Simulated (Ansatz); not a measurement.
# ZnS: the cost of one run

Method: DFT PBE, scalar-relativistic, plane waves, PAW, in Ansatz 0.2.0.

4 further runs of the same task are left out: 4 set aside as unsound or not needed.

**1. The structure to begin with**

The structure is cubic, space group F-43m (No. 216). The conventional cell has a = 5.443 Å, b = 5.443 Å, c = 5.443 Å, α = 90.00°, β = 90.00°, γ = 90.00°. Zn (site symmetry -43m) has 4 S at 2.36 Å as nearest neighbours. Around S (site symmetry -43m) lie 4 Zn at 2.36 Å.

As a file:

```xyz
2
Lattice="0.0000 2.7217 2.7217 2.7217 0.0000 2.7217 2.7217 2.7217 0.0000" Properties=species:S:1:pos:R:3 pbc="T T T"
Zn    0.0000    0.0000    0.0000
S     4.0825    4.0825    4.0825
```

It is the result of an earlier relaxation at this level (volume 20.16 Å³/atom; gap on the mesh: 2.02 eV).

**2. Relaxing at 30 GPa**

What is minimised here is the enthalpy; the energy can go up as the cell is squeezed.

The input, input.yaml:

```yaml
crystal:
  lattice:
    - [0.0, 2.7216977293, 2.7216977293]
    - [2.7216977293, 0.0, 2.7216977293]
    - [2.7216977293, 2.7216977293, 0.0]
  atoms:
    - { symbol: Zn, position: [0.0, 0.0, 0.0] }
    - { symbol: S, position: [0.75, 0.75, 0.75] }
basis:
  ecutwfc: 420
kpoints:
  mp_grid: { grid: [10, 10, 10] }
hamiltonian:
  xc: pbe
scf:
  occupations: { method: fixed }
output:
  forces: true
  stress: true
  eigenvalues: true
  write_density: true
  write_potential: true
  elf: true
  volumetric_format: npy
relax:
  adjacent_minimum: "off"
  f_tol: 0.001
  max_steps: 60
  cell: { stress_tol: 0.02, p_target: 30.0 }
```

On the command line:

```sh
ansatz run input.yaml --threads 1 --pin off --max-ram 3072MiB --backend cpu --events-out ev --progress --plain --runs-dir out
```

**Question.** How long does this run take on 1 thread of Arm Neoverse V1, shared host, and how much memory does it need?

About 25 s, with a peak of 0.32 GiB.
